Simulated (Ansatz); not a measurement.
# HgSe (F-43m) in Ansatz: settings compared

One crystal, HgSe, is run at these levels: PBE, PBEsol; tasks: single point.

Everything below comes from runs of Ansatz 0.2.0. Logs are shortened: lines on timing, memory, paths and dates and some standing lists are left out, and cuts for length are marked.

## 1. The crystal as given

It takes space group F-43m (No. 216, cubic). Conventional cell: a = 6.078 Å, b = 6.078 Å, c = 6.078 Å, α = 90.00°, β = 90.00°, γ = 90.00°. Hg (site symmetry -43m) is surrounded by 4 Se at 2.63 Å. Se (site symmetry -43m) has 4 Hg at 2.63 Å as nearest neighbours.

## 2. Single point, PBE

Input file input.yaml:

```yaml
crystal:
  lattice:
    - [0.0, 3.039, 3.039]
    - [3.039, 0.0, 3.039]
    - [3.039, 3.039, 0.0]
  atoms:
    - { symbol: Hg, position: [0.0, 0.0, 0.0] }
    - { symbol: Se, position: [0.75, 0.75, 0.75] }
kpoints:
  mp_grid: { grid: [8, 8, 8] }
scf:
  occupations: { method: gaussian, width: 0.023 }
hamiltonian:
  xc: pbe
  pseudopotentials: { kind: all_electron, lapw: { basis_error: 0.001 } }
output:
  forces: true
  stress: true
  eigenvalues: true
```

Potentials or basis: all-electron LAPW, scalar-relativistic.

Run with:

```sh
$ ansatz run input.yaml --threads 1 --pin off --max-ram 3072MiB --backend cpu --events-out ev --progress --plain --runs-dir out
```

The log of the run:

```text
Warning: RAYON_NUM_THREADS=1 ignored (pool sized by the plan → 1); use --threads N
LAPW: plane waves up to 8.540 Å⁻¹, error target 1.0e-3 eV per atom; small_component_spin mean_spin; Se in spheres of 1.257 Å, 24 of its electrons in bands, Dirac shells []; Hg in spheres of 1.375 Å, 44 of its electrons in bands, Dirac shells [] (how accurate: hamiltonian.pseudopotentials.lapw.basis_error, Limitations)
Engine: ansatz 0.2.0, x86_64-unknown-linux-gnu
Pseudopotentials: kind: all_electron
Pseudopotential: Hg, LAPW, valence charge 44, lapw/all_electron/scalar/gaussian/Hg, Koelling and Harmon's equation, gaussian nucleus
Pseudopotential: Se, LAPW, valence charge 24, lapw/all_electron/scalar/gaussian/Se, Koelling and Harmon's equation, gaussian nucleus
Functional definition: PBE
  parameter kappa = 0.804
  parameter beta = 0.06672455060314922
  exchange = pbe_x(kappa = kappa, mu = beta*pi^2/3)
  correlation = pbe_c(beta = beta)
Crystal: 2 atoms, lattice volume = 56.133 Å³
Basis set: ecut = 277.8775817123589 eV, 609 PW (Γ), exchange–correlation at level 2
Bands: 41, of which v1, the nominal top of the filled ones, is band 34 counted from 1 (33 counted from 0)
Symmetry: 24 space group operations
Space group: F-43m (ITA 216), of the structure as read, at distance tolerance 3.8e-5 Å
k-points: 29 of 512 (time reversal used)
Non-local potential: Hg, projectors of the file, none
Non-local potential: Se, projectors of the file, none
Initial density: superposition of atomic densities (chi_scale 0.1, normalization cell, long waves kept (reshape's long-wave potential 0.00 eV rms))
Initial wavefunctions: plane waves of lowest kinetic energy (no species holds an atomic orbital)
Functional: x = pbe(κ = 0.804, μ = 0.2195149727645171), c = pbe(β = 0.06672455060314922)
iter 1 solved again at ethr=1.09e-3 eV; its pass at ethr=1.00e-1 eV (dr2=7.41e-1 eV) is discarded
SCF iter   1: F=—  HF=-599956.183744 eV  |F-HF|=—  |Δ(HF+E_count)|=         —  Δρ=2.58e-2  dr2=7.42e-1  ethr=1.09e-3  ⟨swp⟩=2.0  Hψ=7339  notcnv=0
preconditioner: auto → none  [insulator: Δε(μ)=0.707 eV  Ē_g=13.348 eV  σ=0.023 eV  W_gap=0.67  n_scr=14 (ndim 8)  ℏωp=21.0 eV  f_vac=0.332  D(μ)=0.26/eV (n_scr^D=0)  ε∞_Penn≈3.5]
iter 2 solved again at ethr=4.10e-5 eV; its pass at ethr=1.09e-3 eV (dr2=2.79e-2 eV) is discarded
SCF iter   2: F=—  HF=-599955.919470 eV  |F-HF|=—  |Δ(HF+E_count)|=   2.64e-1  Δρ=6.98e-3  dr2=2.79e-2  ethr=4.10e-5  ⟨swp⟩=2.0  Hψ=6275  notcnv=0
SCF iter   3: F=—  HF=-599955.875363 eV  |F-HF|=—  |Δ(HF+E_count)|=   4.41e-2  Δρ=4.06e-3  dr2=8.14e-3  ethr=4.10e-5  ⟨swp⟩=2.1  Hψ=3657  notcnv=0
SCF iter   4: F=—  HF=-599955.875133 eV  |F-HF|=—  |Δ(HF+E_count)|=         —  Δρ=1.16e-3  dr2=5.79e-4  ethr=1.20e-5  ⟨swp⟩=2.0  Hψ=3582  notcnv=0
the basis was enlarged: its passes take 42.3 KiB over the memory plan, 1 of 1 planned eigensolver slots
SCF iter   5: F=—  HF=-599955.875192 eV  |F-HF|=—  |Δ(HF+E_count)|=   5.90e-5  Δρ=1.55e-4  dr2=7.30e-6  ethr=8.51e-7  ⟨swp⟩=2.0  Hψ=3458  notcnv=0
SCF iter   6: F=—  HF=-599955.875198 eV  |F-HF|=—  |Δ(HF+E_count)|=   6.33e-6  Δρ=3.95e-5  dr2=7.29e-7  ethr=1.07e-8  ⟨swp⟩=3.0  Hψ=3511  notcnv=0
SCF iter   7: F=-599955.875199 eV  HF=-599955.875199 eV  |F-HF|=8.18e-8  |Δ(HF+E_count)|=   1.24e-6  Δρ=8.59e-6  dr2=2.74e-8  ethr=1.07e-9  ⟨swp⟩=3.0  Hψ=3621  notcnv=0
SCF 1 converged in 7 iterations: F = -599955.875199 eV  dr2 = 2.74e-8
SCF converged after 7 iterations
Free energy (F): -599955.875199 eV
Harris-Foulkes:  -599955.875199 eV  (|F-HF|=8.18e-8)
Internal energy: -599955.875130 eV  (E = F + TS)
E sigma→0 (E₀):  -599955.875165 eV
Entropy (-TS):   -0.000069 eV (-0.035 meV/atom)
Fermi energy:    10.478300 eV
--- Per-component energies (eV) ---
  E_band       = -6518.458696
  E_kinetic    = 678426.488596
  E_xc         = -12531.981040
  E_electrostatic = -1265850.382686  (all electrons and nuclei)
  E_smearing   = -0.000069  (= −TS)
  E_closure    = 0.000000  (closes the sum)
  E_atoms      = -599951.844418  (free atoms, spherical and without spin; not in F)
  Σ components = -599955.875199   (vs F -599955.875199, Δ=0.00e0)
  Basis errors (estimates in eV, not in F): energy 4.4e-4 per atom: plane waves 4.0e-4 (2.4e-4 summed), levels above the bands 0.0e0, relativity 5.8e-8, radial functions 3.9e-5, core shells 3.1e-8; eigenvalues (radial functions only) 1.5e-6; not estimated: angular momenta, meshes, grids; target (lapw.basis_error) 1.0e-3; muffin-tin radii Se 1.257 Å, Hg 1.375 Å
--- Forces (eV/Å), atoms counted from 1 ---
  atom   1  Hg     0.00000000     0.00000000    -0.00000000
  atom   2  Se    -0.00000000     0.00000000     0.00000000
  max |Σ_I F_I| component: 2.31e-17 eV/Å
--- Stress (GPa, compression-positive) ---
        4.724325       0.000000      -0.000000
        0.000000       4.724325       0.000000
       -0.000000       0.000000       4.724325
  P = ⅓ Tr σ = 4.7243 GPa (47.243 kbar)
--- Band table (eV; the first three rows and the last of 29) ---
  k-point 0: bands = ["-334.2476", "-334.2476", "-334.2451", "-334.2451", "-334.2451", "-197.3657", "-136.8324", "-136.8324", "-136.8324", "-104.0146", "-81.9469", "-81.9469", "-81.9469", "-81.9455", "-81.9455", "-81.9455", "-81.9439", "-52.4800", "-52.4800", "-52.4800", "-37.0452", "-37.0452", "-37.0452", "-37.0419", "-37.0419", "-3.0062", "3.2912", "3.2912", "3.2912", "4.0388", "4.0388", "9.5424", "10.4713", "10.4713", "10.4713", "15.9693", "15.9693", "15.9693", "18.9917", "21.8347", "21.8347"]
  k-point 1: bands = ["-334.2476", "-334.2476", "-334.2451", "-334.2451", "-334.2451", "-197.3657", "-136.8324", "-136.8324", "-136.8324", "-104.0146", "-81.9469", "-81.9469", "-81.9469", "-81.9455", "-81.9455", "-81.9455", "-81.9439", "-52.4801", "-52.4800", "-52.4800", "-37.0452", "-37.0451", "-37.0451", "-37.0419", "-37.0419", "-2.9393", "3.3200", "3.3219", "3.3219", "4.0365", "4.0365", "8.6264", "10.3119", "10.3119", "11.0909", "15.6295", "16.1865", "16.1865", "19.9759", "20.9378", "20.9378"]
  k-point 2: bands = ["-334.2476", "-334.2476", "-334.2451", "-334.2451", "-334.2451", "-197.3657", "-136.8324", "-136.8324", "-136.8324", "-104.0146", "-81.9469", "-81.9469", "-81.9469", "-81.9455", "-81.9455", "-81.9455", "-81.9439", "-52.4802", "-52.4800", "-52.4800", "-37.0452", "-37.0452", "-37.0452", "-37.0419", "-37.0419", "-2.7728", "3.3900", "3.3900", "3.4637", "4.0419", "4.0419", "7.2199", "9.9558", "9.9558", "11.5488", "15.8366", "16.5737", "16.5737", "20.0280", "20.6320", "20.6320"]
  k-point 28: bands = ["-334.2476", "-334.2476", "-334.2451", "-334.2451", "-334.2451", "-197.3657", "-136.8324", "-136.8324", "-136.8324", "-104.0146", "-81.9469", "-81.9469", "-81.9469", "-81.9455", "-81.9455", "-81.9455", "-81.9439", "-52.4803", "-52.4803", "-52.4802", "-37.0453", "-37.0452", "-37.0452", "-37.0419", "-37.0418", "-2.3641", "3.5854", "3.6911", "3.9581", "3.9840", "4.6600", "5.1698", "7.7217", "8.0469", "14.1013", "15.6069", "16.5678", "17.9402", "20.7005", "22.8501", "22.9598"]
```

Run time: 41 s. Hardware: 1 thread of Intel Xeon at 2.50GHz (Skylake/Cascade Lake), shared host; peak memory 0.34 GiB.

Results:

```yaml
Free_energy: -599955.8752 eV
Pressure: 4.7 GPa
Band_gap_on_the_k_mesh: none (metal or under the smearing width)
```

Levels at points of the mesh, in eV from the Fermi level:
```csv
k point,band 30,band 31,band 32,band 33,band 34,band 35,band 36,band 37,band 38,band 39
"(0.00, 0.00, 0.00)",-6.44,-6.44,-0.94,-0.01,-0.01,-0.01,5.49,5.49,5.49,8.51
"(0.00, 0.00, -0.50)",-6.39,-6.11,-5.53,-0.98,-0.98,1.12,6.26,6.26,6.99,9.21
"(0.00, -0.50, -0.50)",-6.33,-6.07,-5.10,-2.32,-2.32,2.79,2.99,8.45,9.86,9.86
```

## 3. Single point, PBEsol

input.yaml: that of step 2 with these lines changed.

```diff
@@ -11,5 +11,5 @@
 scf:
-  occupations: { method: gaussian, width: 0.023 }
+  occupations: { method: gaussian, width: 0.05 }
 hamiltonian:
-  xc: pbe
+  xc: pbesol
   pseudopotentials: { kind: all_electron, lapw: { basis_error: 0.001 } }
```

Potentials or basis: all-electron LAPW, scalar-relativistic.

Run with:

```sh
$ ansatz run input.yaml --threads 1 --pin off --max-ram 3072MiB --backend cpu --events-out ev --progress --plain --runs-dir out
```

It took 40 s on 1 thread of Intel Xeon at 2.50GHz (Skylake/Cascade Lake), shared host; peak memory 0.34 GiB.

It converged, with:

```
Free energy            : -599765.6424 eV
Pressure               : 1.5 GPa
Band gap on the k mesh : none (metal or under the smearing width)
```

Levels at points of the mesh, in eV from the Fermi level:
```csv
k point,band 32,band 33,band 34,band 35,band 36,band 37
"(0.00, 0.00, 0.00)",-1.04,-0.02,-0.02,-0.02,5.41,5.41
"(0.00, 0.00, -0.50)",-5.59,-1.00,-1.00,1.02,6.18,6.18
"(0.00, -0.50, -0.50)",-5.14,-2.35,-2.35,2.72,2.86,8.29
```

Spin-orbit coupling is left out, which matters for the levels of Hg.
